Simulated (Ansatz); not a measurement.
KNbO₃, space group P4mm, a scan of the Hubbard U

Computed with Ansatz's Python interface.

The script reads `knbo3.cif`:
```cif
data_KNbO3
_cell_length_a 3.996000
_cell_length_b 3.996000
_cell_length_c 4.063000
_cell_angle_alpha 90.00000
_cell_angle_beta 90.00000
_cell_angle_gamma 90.00000
_symmetry_space_group_name_H-M 'P 1'
_symmetry_Int_Tables_number 1
loop_
_symmetry_equiv_pos_as_xyz
'x, y, z'
loop_
_atom_site_label
_atom_site_type_symbol
_atom_site_fract_x
_atom_site_fract_y
_atom_site_fract_z
K1 K    0.000000    0.000000    0.018000
Nb2 Nb    0.500000    0.500000    0.500000
O3 O    0.500000    0.500000    0.044000
O4 O    0.500000    0.000000    0.540000
O5 O    0.000000    0.500000    0.540000
```

`plus_u_knbo3.py`
```python
"""DFT+U scan for KNbO3."""

import ansatz as az
from ase.io import read
import numpy as np

XC = "r2scan"
CUTOFF_EV = 550
MESH = (3, 3, 3)
SCF_TOL = 1e-07
EXTRA_BANDS = 12


def count_gap(report):
    # lowest empty less highest filled band, counting bands; zero where they overlap
    return max(report.get("gap_by_band_count_ev") or 0.0, 0.0)

atoms = read("knbo3.cif")
cell = az.Crystal.from_ase(atoms)

calculation = (
    cell.calculation()
    .functional(XC)
    .basis(CUTOFF_EV)
    .kpoints(*MESH)
    .occupations(az.OccupationsMethod.COLD)
    .mixing("anderson")
    .scf(tolerance=SCF_TOL, extra_bands=EXTRA_BANDS)
    .band_table()
)
rows = []
for u in [0.0, 1.5, 3.0, 4.5, 6.0]:
    rep = calculation.hubbard("Nb", "d", u_eff=u, projectors="atomic").run().report
    shell = rep["hubbard"]["n_scf"]
    rows.append((u, count_gap(rep), sum(shell) / len(shell), rep["n_iterations"]))
lines = [",".join(["U_eff eV", "gap by band count eV", "Nb d occupation (projector)", "iterations"])] + [",".join(f"{v:.4f}" if isinstance(v, float) else str(v) for v in row) for row in rows]
print("\n".join(lines))
with open("plus_u.csv", "w") as handle:
    handle.write("\n".join(lines) + "\n")
print("eigenvalues of the first occupation matrix at the last U, by spin:")
for channel in rep["hubbard"]["n_eig"][0]:
    print("  ", " ".join(f"{n:.3f}" for n in channel))
```

Output of `python plus_u_knbo3.py`:
```text
U_eff eV,gap by band count eV,Nb d occupation (projector),iterations
0.0000,2.3297,5.1909,10
1.5000,2.3914,5.1887,10
3.0000,2.4626,5.1851,10
4.5000,2.5459,5.1798,10
6.0000,2.6446,5.1722,10
eigenvalues of the first occupation matrix at the last U, by spin:
   0.432 0.465 0.465 0.612 0.612
```

From U = 0 to 6 eV the gap on the mesh goes from 2.33 eV to 2.64 eV.

Spin is left out of this run. Along an axis with an odd division the mesh misses the point at one half; a gap read on a finite mesh is an upper bound on this functional's gap. Semilocal gaps usually lie well under measured ones. U, its shell and the double counting are chosen to explore, and aren't derived for this compound. The k-point mesh is coarse, and energy and stress weren't tested for convergence. In a crystal with a gap the Fermi level's place inside it depends on smearing and mesh. The starting cell is as deposited in a crystallographic database; the results hold for this polymorph, which needn't be the stable one. Gaps and levels are Kohn-Sham values on a finite set of k-points, without spin-orbit coupling. Shell occupations and the effect of U depend on the projectors; a run with no .spin step is spin-unpolarised, and each U may end in a state that isn't the lowest. Wall time of the script: 21 s on 1 thread of Intel(R) Xeon(R) Platinum 8259CL CPU @ 2.50GHz (Skylake/Cascade Lake) (shared host), peak memory 0.54 GiB.

(Lines on the test bed's own set-up are left out of the output.)
